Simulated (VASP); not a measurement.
Runs of VASP 6.6.1 on AlN. It takes space group F-43m (No. 216, cubic). Conventional cell: a = 4.368 Å, b = 4.368 Å, c = 4.368 Å, α = 90.00°, β = 90.00°, γ = 90.00°. Al (site symmetry -43m) has 4 N at 1.89 Å as nearest neighbours. Around N (site symmetry -43m) lie 4 Al at 1.89 Å. Measurements of this composition are mostly on another form, of space group No. 186.

| task | level | potentials or basis | cell | k mesh | cutoff (eV) | mesh quality | gap on the mesh (eV) | pressure (GPa) | relaxed volume (Å³/atom) |
| --- | --- | --- | --- | --- | --- | --- | --- | --- | --- |
| relaxation of cell and atoms | PBEsol | VASP PAW PBE potentials, release 64 (Al, N) | relaxed | 10 × 10 × 10 | 580 | not flagged | 3.18 | 0.0 | 10.48 |
| relaxation of cell and atoms | PBEsol | VASP PAW PBE potentials, release 64 (Al, N) | relaxed | 4 × 4 × 4 | 600 | coarse | 3.15 | 0.0 | 10.48 |
| relaxation of cell and atoms | PBEsol | VASP PAW PBE potentials, release 64 (Al, N_s) | relaxed | 10 × 10 × 10 | 480 | not flagged | 3.19 | 0.0 | 10.48 |
| relaxation of cell and atoms | LDA | VASP PAW LDA potentials, release 64 (Al, N) | relaxed | 10 × 10 × 10 | 600 | not flagged | (b) | 0.0 | 10.26 |
| relaxation of cell and atoms | PBEsol | VASP PAW PBE potentials, release 64 (Al, N) | relaxed | 10 × 10 × 10 | 600 | not flagged | 3.18 | 0.0 | 10.48 |
| relaxation of cell and atoms | RPBE | VASP PAW PBE potentials, release 64 (Al, N) | relaxed | 10 × 10 × 10 | 600 | not flagged | (a) | 0.0 | 10.83 |
| single point | PBEsol | VASP PAW PBE potentials, release 64 (Al, N) | as given | 10 × 10 × 10 | 520 | not flagged | 3.19 | 1.3 | - |

Alike in all rows: no spin polarisation; smearing gaussian 0.02 eV.

Problem. Estimate the missing entries.

Solution. (a) 3.34; (b) 3.23.

Caveats: some runs use coarse meshes; the PAW data sets were made with another functional, which shifts forces and pressure a little (some runs).

A k mesh can miss the band edges.

Runs at the PBE level aren't shown here.
